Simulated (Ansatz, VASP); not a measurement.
Nb in VASP and in Ansatz

```
Nb
1.0
    -1.65480    1.65480    1.65480
     1.65480   -1.65480    1.65480
     1.65480    1.65480   -1.65480
Nb
1
Direct
  0.00000 0.00000 0.00000
```

Alike in both runs: task single point; functional PBE; k mesh 13 × 13 × 13; occupations methfessel-paxton of order 1, width 0.01 eV; no spin polarisation.

```csv
,VASP,Ansatz
version,VASP 6.6.1,Ansatz 0.2.0
potentials or method,"VASP PAW PBE potentials, release 64 (Nb_sv)","plane waves (420 eV) with PAW, scalar-relativistic"
plane-wave cutoff (eV),520,420
valence electrons in the cell,13,13
```

Ansatz gave:

```
pressure (GPa) : -0.4
```

Task: What did VASP give for the same quantities?

Result: Pressure (GPa): -0.6.
